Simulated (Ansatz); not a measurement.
# CdSe (F-43m) in Ansatz: further runs

The runs below take CdSe through relaxation of cell and atoms, single point, with BLYP, PBE.

All numbers are computed with Ansatz 0.2.0; they aren't measurements. Logs are shortened: lines on timing, memory, paths and dates and some standing lists are left out, and cuts for length are marked.

### Step 1. Starting point

It takes space group F-43m (No. 216, cubic). The conventional cell has a = 6.141 Å, b = 6.141 Å, c = 6.141 Å, α = 90.00°, β = 90.00°, γ = 90.00°. Cd (site symmetry -43m) has 4 Se at 2.66 Å as nearest neighbours. Around Se (site symmetry -43m) lie 4 Cd at 2.66 Å.

Measurements of this composition are mostly on another form, of space group No. 186.

### Step 2. Relaxation of cell and atoms, BLYP

Contents of input.yaml:

```yaml
crystal:
  lattice:
    - [0.0, 3.0702711986, 3.0702711986]
    - [3.0702711986, 0.0, 3.0702711986]
    - [3.0702711986, 3.0702711986, 0.0]
  atoms:
    - { symbol: Cd, position: [0.0, 0.0, 0.0] }
    - { symbol: Se, position: [0.25, 0.25, 0.25] }
kpoints:
  mp_grid: { grid: [8, 8, 8] }
scf:
  occupations: { method: fermi_dirac, width: 0.05 }
hamiltonian:
  xc: blyp
  pseudopotentials: { kind: all_electron, lapw: { basis_error: 0.001 } }
output:
  forces: true
  stress: true
relax:
  f_tol: 0.02
  max_steps: 60
  cell: {}
```

Potentials or basis: all-electron LAPW, scalar-relativistic.

The run is started by

```bash
ansatz run input.yaml --threads 1 --pin off --max-ram 3072MiB --backend cpu --events-out ev --progress --plain --runs-dir out
```

The program printed:

```text
Warning: RAYON_NUM_THREADS=1 ignored (pool sized by the plan → 1); use --threads N
The last accepted step is kept in <dir> (removed where the run ends without a failure and the disk answers)
LAPW: plane waves up to 8.690 Å⁻¹, error target 1.0e-3 eV per atom; small_component_spin mean_spin; Se in spheres of 1.242 Å, 24 of its electrons in bands, Dirac shells []; Cd in spheres of 1.337 Å, 20 of its electrons in bands, Dirac shells [] (how accurate: hamiltonian.pseudopotentials.lapw.basis_error, Limitations)
Engine: ansatz 0.2.0, x86_64-unknown-linux-gnu
Pseudopotentials: kind: all_electron
Pseudopotential: Cd, LAPW, valence charge 20, lapw/all_electron/scalar/gaussian/Cd, Koelling and Harmon's equation, gaussian nucleus
Pseudopotential: Se, LAPW, valence charge 24, lapw/all_electron/scalar/gaussian/Se, Koelling and Harmon's equation, gaussian nucleus
Functional definition: BLYP
  parameter beta = 0.0042
  parameter a = 0.04918
  parameter b = 0.132
  parameter c = 0.2533
  parameter d = 0.349
  exchange = b88_x(beta = beta)
  correlation = lyp_c(a = a, b = b, c = c, d = d)
Crystal: 2 atoms, lattice volume = 57.884 Å³
Basis set: ecut = 287.69380116251995 eV, 645 PW (Γ), exchange–correlation at level 2
Bands: 27, of which v1, the nominal top of the filled ones, is band 22 counted from 1 (21 counted from 0)
Symmetry: 24 space group operations
Space group: F-43m (ITA 216), of the structure as read, at distance tolerance 3.9e-5 Å
k-points: 29 of 512 (time reversal used)
Non-local potential: Cd, projectors of the file, none
Non-local potential: Se, projectors of the file, none
Initial density: superposition of atomic densities (chi_scale 0.1, normalization cell, long waves kept (reshape's long-wave potential 0.00 eV rms))
Initial wavefunctions: plane waves of lowest kinetic energy (no species holds an atomic orbital)
Functional: x = b88, c = lyp
iter 1 solved again at ethr=2.76e-3 eV; its pass at ethr=1.00e-1 eV (dr2=1.21e0 eV) is discarded
SCF iter   1: F=—  HF=-218389.613857 eV  |F-HF|=—  |Δ(HF+E_count)|=         —  Δρ=3.07e-2  dr2=1.22e0  ethr=2.76e-3  ⟨swp⟩=2.0  Hψ=4915  notcnv=0
preconditioner: auto → none  [insulator: Δε(μ)=1.100 eV  Ē_g=12.514 eV  σ=0.050 eV  W_gap=1.00  n_scr=14 (ndim 8)  ℏωp=20.7 eV  f_vac=0.226  D(μ)=0.00/eV (n_scr^D=0)  ε∞_Penn≈3.7]
iter 2 solved again at ethr=6.64e-5 eV; its pass at ethr=2.76e-3 eV (dr2=2.92e-2 eV) is discarded
SCF iter   2: F=—  HF=-218389.220371 eV  |F-HF|=—  |Δ(HF+E_count)|=   3.93e-1  Δρ=7.73e-3  dr2=2.93e-2  ethr=6.64e-5  ⟨swp⟩=2.0  Hψ=4094  notcnv=0
SCF iter   3: F=—  HF=-218389.178534 eV  |F-HF|=—  |Δ(HF+E_count)|=   4.18e-2  Δρ=4.30e-3  dr2=1.18e-2  ethr=6.64e-5  ⟨swp⟩=2.8  Hψ=2420  notcnv=0
SCF iter   4: F=—  HF=-218389.178084 eV  |F-HF|=—  |Δ(HF+E_count)|=   4.50e-4  Δρ=1.41e-3  dr2=1.04e-3  ethr=2.67e-5  ⟨swp⟩=2.0  Hψ=2234  notcnv=0
SCF iter   5: F=—  HF=-218389.178179 eV  |F-HF|=—  |Δ(HF+E_count)|=   9.42e-5  Δρ=1.95e-4  dr2=1.14e-5  ethr=2.35e-6  ⟨swp⟩=2.0  Hψ=2240  notcnv=0
SCF iter   6: F=—  HF=-218389.178180 eV  |F-HF|=—  |Δ(HF+E_count)|=   9.55e-7  Δρ=5.31e-5  dr2=7.51e-7  ethr=2.59e-8  ⟨swp⟩=3.0  Hψ=2293  notcnv=0
SCF iter   7: F=-218389.178181 eV  HF=-218389.178181 eV  |F-HF|=4.23e-8  |Δ(HF+E_count)|=   1.86e-6  Δρ=6.60e-6  dr2=1.26e-8  ethr=1.71e-9  ⟨swp⟩=3.0  Hψ=2472  notcnv=0
SCF 1 converged in 7 iterations: F = -218389.178181 eV  dr2 = 1.26e-8
relax step   1: F+E_penalty+E_count = -218389.17818145 eV  Δ(F+E_penalty+E_count) = +0.000e0 eV  max|allowed force component| = 9.252e-17 eV/Å  Δτ_max = 0.0000 Å  P = +4.009 GPa  Ω = 57.884 Å³  (7 SCF iters, accepted)
Crystal: 2 atoms, lattice volume = 64.312 Å³
Basis set: ecut = 268.1909699456662 eV, 645 PW (Γ), exchange–correlation at level 2
Initial density: handed on by an earlier stage of this run
Initial wavefunctions: those handed on with the density
iter 1 solved again at ethr=5.66e-6 eV; its pass at ethr=1.00e-1 eV (dr2=2.49e-3 eV) is discarded
SCF iter   1: F=—  HF=-218389.235818 eV  |F-HF|=—  |Δ(HF+E_count)|=         —  Δρ=1.24e-3  dr2=2.51e-3  ethr=5.66e-6  ⟨swp⟩=3.7  Hψ=4191  notcnv=0
preconditioner: auto → none  [insulator: Δε(μ)=0.261 eV  Ē_g=12.327 eV  σ=0.050 eV  W_gap=0.81  n_scr=14 (ndim 8)  ℏωp=19.6 eV  f_vac=0.292  D(μ)=0.02/eV (n_scr^D=0)  ε∞_Penn≈3.5]
SCF iter   2: F=—  HF=-218389.235038 eV  |F-HF|=—  |Δ(HF+E_count)|=   7.79e-4  Δρ=4.40e-4  dr2=2.78e-4  ethr=5.66e-6  ⟨swp⟩=2.0  Hψ=2238  notcnv=0
SCF iter   3: F=—  HF=-218389.234944 eV  |F-HF|=—  |Δ(HF+E_count)|=   9.41e-5  Δρ=2.24e-4  dr2=6.91e-5  ethr=6.31e-7  ⟨swp⟩=2.0  Hψ=2239  notcnv=0
iter 4 solved again at ethr=3.12e-9 eV; its pass at ethr=1.57e-7 eV (dr2=1.37e-6 eV) is discarded
SCF iter   4: F=—  HF=-218389.234927 eV  |F-HF|=—  |Δ(HF+E_count)|=   1.74e-5  Δρ=4.95e-5  dr2=1.38e-6  ethr=3.12e-9  ⟨swp⟩=2.0  Hψ=3839  notcnv=0
SCF iter   5: F=-218389.234927 eV  HF=-218389.234927 eV  |F-HF|=2.35e-8  |Δ(HF+E_count)|=   4.78e-7  Δρ=1.27e-5  dr2=8.10e-8  ethr=3.12e-9  ⟨swp⟩=2.8  Hψ=2263  notcnv=0
SCF 2 converged in 5 iterations: F = -218389.234927 eV  dr2 = 8.10e-8
relax step   2: F+E_penalty+E_count = -218389.23492722 eV  Δ(F+E_penalty+E_count) = -5.675e-2 eV  max|allowed force component| = 6.361e-17 eV/Å  Δτ_max = 0.0000 Å  P = -0.720 GPa  Ω = 64.312 Å³  (5 SCF iters, accepted)
Crystal: 2 atoms, lattice volume = 63.243 Å³
Basis set: ecut = 271.2026176711598 eV, 645 PW (Γ), exchange–correlation at level 2
iter 1 solved again at ethr=1.39e-7 eV; its pass at ethr=1.00e-1 eV (dr2=6.12e-5 eV) is discarded
SCF iter   1: F=—  HF=-218389.237765 eV  |F-HF|=—  |Δ(HF+E_count)|=         —  Δρ=2.08e-4  dr2=6.91e-5  ethr=1.39e-7  ⟨swp⟩=4.2  Hψ=4212  notcnv=0
preconditioner: auto → none  [insulator: Δε(μ)=0.271 eV  Ē_g=12.434 eV  σ=0.050 eV  W_gap=0.83  n_scr=14 (ndim 8)  ℏωp=19.8 eV  f_vac=0.284  D(μ)=0.02/eV (n_scr^D=0)  ε∞_Penn≈3.5]
SCF iter   2: F=—  HF=-218389.237740 eV  |F-HF|=—  |Δ(HF+E_count)|=   2.52e-5  Δρ=6.85e-5  dr2=6.84e-6  ethr=1.39e-7  ⟨swp⟩=2.0  Hψ=2235  notcnv=0
SCF iter   3: F=—  HF=-218389.237736 eV  |F-HF|=—  |Δ(HF+E_count)|=   3.33e-6  Δρ=3.44e-5  dr2=1.68e-6  ethr=1.55e-8  ⟨swp⟩=2.1  Hψ=2237  notcnv=0
iter 4 solved again at ethr=7.08e-11 eV; its pass at ethr=3.82e-9 eV (dr2=3.12e-8 eV) is discarded
SCF iter   4: F=-218389.237736 eV  HF=-218389.237736 eV  |F-HF|=1.95e-9  |Δ(HF+E_count)|=   5.64e-7  Δρ=7.38e-6  dr2=3.14e-8  ethr=7.08e-11  ⟨swp⟩=2.0  Hψ=3837  notcnv=0
SCF 3 converged in 4 iterations: F = -218389.237736 eV  dr2 = 3.14e-8
relax step   3: F+E_penalty+E_count = -218389.23773586 eV  Δ(F+E_penalty+E_count) = -2.809e-3 eV  max|allowed force component| = 8.789e-17 eV/Å  Δτ_max = 0.0000 Å  P = -0.113 GPa  Ω = 63.243 Å³  (4 SCF iters, accepted)
Crystal: 2 atoms, lattice volume = 63.064 Å³
Basis set: ecut = 271.7165473151452 eV, 645 PW (Γ), exchange–correlation at level 2
iter 1 solved again at ethr=3.73e-9 eV; its pass at ethr=1.00e-1 eV (dr2=1.64e-6 eV) is discarded
SCF iter   1: F=—  HF=-218389.237803 eV  |F-HF|=—  |Δ(HF+E_count)|=         —  Δρ=3.67e-5  dr2=2.01e-6  ethr=3.73e-9  ⟨swp⟩=4.8  Hψ=4252  notcnv=0
preconditioner: auto → none  [insulator: Δε(μ)=0.281 eV  Ē_g=12.441 eV  σ=0.050 eV  W_gap=0.84  n_scr=14 (ndim 8)  ℏωp=19.8 eV  f_vac=0.284  D(μ)=0.02/eV (n_scr^D=0)  ε∞_Penn≈3.5]
SCF iter   2: F=—  HF=-218389.237802 eV  |F-HF|=—  |Δ(HF+E_count)|=   5.82e-7  Δρ=1.44e-5  dr2=2.53e-7  ethr=3.73e-9  ⟨swp⟩=2.0  Hψ=2235  notcnv=0
SCF iter   3: F=-218389.237802 eV  HF=-218389.237802 eV  |F-HF|=3.57e-8  |Δ(HF+E_count)|=   5.89e-8  Δρ=7.12e-6  dr2=5.72e-8  ethr=5.76e-10  ⟨swp⟩=2.0  Hψ=2234  notcnv=0
SCF 4 converged in 3 iterations: F = -218389.237802 eV  dr2 = 5.72e-8
relax step   4: F+E_penalty+E_count = -218389.23780226 eV  Δ(F+E_penalty+E_count) = -6.640e-5 eV  max|allowed force component| = 1.018e-16 eV/Å  Δτ_max = 0.0000 Å  P = -0.005 GPa  Ω = 63.064 Å³  (3 SCF iters, accepted)
iter 1 solved again at ethr=1.30e-10 eV; its pass at ethr=1.00e-1 eV (dr2=5.71e-8 eV) is discarded
SCF iter   1: F=—  HF=-218389.237801 eV  |F-HF|=—  |Δ(HF+E_count)|=         —  Δρ=7.13e-6  dr2=5.72e-8  ethr=1.30e-10  ⟨swp⟩=3.2  Hψ=3685  notcnv=0
preconditioner: auto → none  [insulator: Δε(μ)=0.281 eV  Ē_g=12.440 eV  σ=0.050 eV  W_gap=0.84  n_scr=14 (ndim 8)  ℏωp=19.8 eV  f_vac=0.284  D(μ)=0.02/eV (n_scr^D=0)  ε∞_Penn≈3.5]
SCF iter   2: F=-218389.237801 eV  HF=-218389.237801 eV  |F-HF|=4.92e-9  |Δ(HF+E_count)|=   4.43e-8  Δρ=3.49e-6  dr2=1.14e-8  ethr=1.30e-10  ⟨swp⟩=2.0  Hψ=2235  notcnv=0
SCF 5 converged in 2 iterations: F = -218389.237801 eV  dr2 = 1.14e-8
relax step   5: F+E_penalty+E_count = -218389.23780121 eV  Δ(F+E_penalty+E_count) = +1.052e-6 eV  max|allowed force component| = 1.156e-16 eV/Å  Δτ_max = 0.0000 Å  P = -0.005 GPa  Ω = 63.064 Å³  stress off target by 5.41e-3 GPa  SCF on the basis re-selected at this cell (its energy is not comparable with the rows above)  (2 SCF iters)
basis re-selected at this cell: Δ(F+E_penalty+E_count) = +1.052e-6 eV, ΔP = -0.000 GPa vs the last step (what re-selecting the basis moved, after the strain that the cell walked since its last selection, with what the two solves' SCF thresholds leave and, on support functions, any second-order correction that the steps lacked; it is no measure of the basis error at this ecutwfc). This SCF's stress stands 5.41e-3 GPa from its target on what of the cell is left free (relax.cell.stress_tol is 5.00e-2 GPa) and its largest allowed force component is 1.16e-16 eV/Å (relax.f_tol is 2.00e-2 eV/Å): within both
SCF converged after 2 iterations
Free energy (F): -218389.237801 eV
Harris-Foulkes:  -218389.237801 eV  (|F-HF|=4.92e-9)
Internal energy: -218389.237565 eV  (E = F + TS)
E sigma→0 (E₀):  -218389.237683 eV
Entropy (-TS):   -0.000237 eV (-0.118 meV/atom)
Fermi energy:    7.098186 eV
--- Per-component energies (eV) ---
  E_band       = -2136.979144
  E_kinetic    = 227210.184729
  E_xc         = -6632.099304
  E_electrostatic = -438967.322990  (all electrons and nuclei)
  E_smearing   = -0.000237  (= −TS)
  E_closure    = 0.000000  (closes the sum)
  E_atoms      = -218384.741293  (free atoms, spherical and without spin; not in F)
  Σ components = -218389.237801   (vs F -218389.237801, Δ=0.00e0)
  Basis errors (estimates in eV, not in F): energy 4.2e-4 per atom: plane waves 4.0e-4 (2.4e-4 summed), levels above the bands 3.6e-69, relativity 1.5e-7, radial functions 2.1e-5, core shells 6.5e-7; eigenvalues (radial functions only) 5.8e-7; not estimated: angular momenta, meshes, grids; target (lapw.basis_error) 1.0e-3; muffin-tin radii Se 1.278 Å, Cd 1.376 Å
--- Forces (eV/Å), atoms counted from 1 ---
  atom   1  Cd    -0.00000000     0.00000000     0.00000000
  atom   2  Se     0.00000000    -0.00000000    -0.00000000
  max |Σ_I F_I| component: 3.70e-17 eV/Å
--- Stress (GPa, compression-positive) ---
       -0.005410      -0.000000      -0.000000
       -0.000000      -0.005410       0.000000
       -0.000000       0.000000      -0.005410
  P = ⅓ Tr σ = -0.0054 GPa (-0.054 kbar)
--- Relaxed structure (4 steps of the walk, 4 accepted, 1 SCFs on fresh bases) ---
  F+E_penalty+E_count = -218389.23780121 eV   max|allowed force component| = 1.156e-16 eV/Å   (the final SCF, on the basis selected at the relaxed cell)
  cell:  # Å, volume = 63.0640 Å³
    - [4.623053698552943e-34, 3.159249657800684, 3.159249657800684]
    - [3.159249657800684, -3.5640723576717934e-34, 3.159249657800684]
    - [3.159249657800684, 3.159249657800684, -1.3213433473605713e-33]
  atoms:
    - { symbol: Cd, position: [4.286436094846318e-34, -3.4500583202421586e-34, -5.331908313101517e-34] }
    - { symbol: Se, position: [0.24999999999999997, 0.24999999999999997, 0.24999999999999997] }
```

It took 91 s on 1 thread of Intel Xeon at 2.50GHz (Skylake/Cascade Lake), shared host; peak memory 0.34 GiB.

Results:

| Item | Value |
| --- | --- |
| Free energy | -218389.2378 eV |
| Relaxed volume | 31.53 Å³/atom |
| Relaxed cell | a = 4.468 Å, b = 4.468 Å, c = 4.468 Å, α = 60.00°, β = 60.00°, γ = 60.00° |
| Space group after relaxing (to 0.05 Å) | F-43m (No. 216) |
| Energy gained by relaxing | 29.8 meV/atom |
| Ionic steps | 5 |
| Pressure after relaxing | 0.0 GPa |

The path:
```
step  energy change (eV)  largest force (eV/Å)  volume (Å³)
   1              0.0000                0.0000        57.88
   2             -0.0567                0.0000        64.31
   3             -0.0596                0.0000        63.24
   4             -0.0596                0.0000        63.06
   5             -0.0596                0.0000        63.06
```

Final structure:
```
CELL_PARAMETERS angstrom
0.00000 3.15925 3.15925
3.15925 0.00000 3.15925
3.15925 3.15925 0.00000
ATOMIC_POSITIONS crystal
Cd 0.00000 0.00000 0.00000
Se 0.25000 0.25000 0.25000
```

### Step 3. Single point, PBE

Contents of input.yaml:

```yaml
crystal:
  lattice:
    - [0.0, 3.0702711986, 3.0702711986]
    - [3.0702711986, 0.0, 3.0702711986]
    - [3.0702711986, 3.0702711986, 0.0]
  atoms:
    - { symbol: Cd, position: [0.0, 0.0, 0.0] }
    - { symbol: Se, position: [0.25, 0.25, 0.25] }
kpoints:
  mp_grid: { grid: [4, 4, 4] }
scf:
  occupations: { method: fermi_dirac, width: 0.03 }
hamiltonian:
  xc: pbe
  pseudopotentials: { kind: all_electron, lapw: { basis_error: 0.002 } }
output:
  forces: true
  stress: true
  eigenvalues: true
```

Potentials or basis: all-electron LAPW, scalar-relativistic.

The run is started by

```bash
ansatz run input.yaml --threads 1 --pin off --max-ram 3072MiB --backend cpu --events-out ev --progress --plain --runs-dir out
```

Wall time 10 s (1 thread of Intel Xeon at 2.50GHz (Skylake/Cascade Lake), shared host); peak memory 0.27 GiB.

The run converged. Its results:

* Free energy: -218362.3174 eV
* Pressure: 1.5 GPa
* Band gap on the k mesh: 0.54 eV, direct

Levels at points of the mesh, in eV from the valence-band top:
```tsv
k point	band 20	band 21	band 22	band 23	band 24	band 25
(0.00, 0.00, 0.00)	0.00	0.00	0.00	0.54	5.92	5.92
(0.00, 0.00, -0.50)	-4.23	-0.71	-0.71	2.34	6.43	6.43
(0.00, -0.50, -0.50)	-3.96	-1.76	-1.76	3.18	3.72	8.96
```

Caveat: the k mesh is coarse (spacing up to 0.44 Å⁻¹), so the values aren't converged.

### Step 4. Single point, PBE

input.yaml: that of step 3 with these lines changed.

```diff
@@ -9,8 +9,8 @@
 kpoints:
-  mp_grid: { grid: [4, 4, 4] }
+  mp_grid: { grid: [8, 8, 8] }
 scf:
-  occupations: { method: fermi_dirac, width: 0.03 }
+  occupations: { method: gaussian, width: 0.1 }
 hamiltonian:
   xc: pbe
-  pseudopotentials: { kind: all_electron, lapw: { basis_error: 0.002 } }
+  pseudopotentials: { kind: all_electron, lapw: { basis_error: 0.001 } }
 output:
```

The run is started by

```bash
ansatz run input.yaml --threads 1 --pin off --max-ram 3072MiB --backend cpu --events-out ev --progress --plain --runs-dir out
```

Run time: 29 s. Hardware: 1 thread of Intel Xeon at 2.50GHz (Skylake/Cascade Lake), shared host; peak memory 0.32 GiB.

The run converged. Its results:

| Item | Value |
| --- | --- |
| Free energy | -218362.3648 eV |
| Pressure | 1.3 GPa |
| Band gap on the k mesh | 0.55 eV, direct |

Levels at points of the mesh, in eV from the valence-band top:
```csv
k point,band 19,band 20,band 21,band 22,band 23,band 24,band 25,band 26
"(0.00, 0.00, 0.00)",-7.49,0.00,0.00,0.00,0.55,5.94,5.94,5.94
"(0.00, 0.00, -0.50)",-7.22,-4.22,-0.71,-0.71,2.36,6.45,6.45,7.32
"(0.00, -0.50, -0.50)",-7.16,-3.95,-1.75,-1.75,3.20,3.74,8.96,10.05
```

### Step 5. Overview

| task | level | cell | k mesh | cutoff (eV) | smearing | basis error allowed | mesh quality | gap on the mesh (eV) | pressure (GPa) |
| --- | --- | --- | --- | --- | --- | --- | --- | --- | --- |
| relaxation of cell and atoms | BLYP | relaxed | 8 × 8 × 8 | - | fermi-dirac 0.05 eV | 0.001 eV/atom | not flagged | - | 0.0 |
| single point | PBE | as given | 4 × 4 × 4 | 245 | fermi-dirac 0.03 eV | 0.002 eV/atom | coarse | 0.54 | 1.5 |
| single point | PBE | as given | 8 × 8 × 8 | 266 | gaussian 0.1 eV | 0.001 eV/atom | not flagged | 0.55 | 1.3 |

Alike in all rows: potentials or basis all-electron LAPW, scalar-relativistic; no spin polarisation.

Caveats: some runs use coarse meshes.

Compare energies only between runs with the same functional and basis.
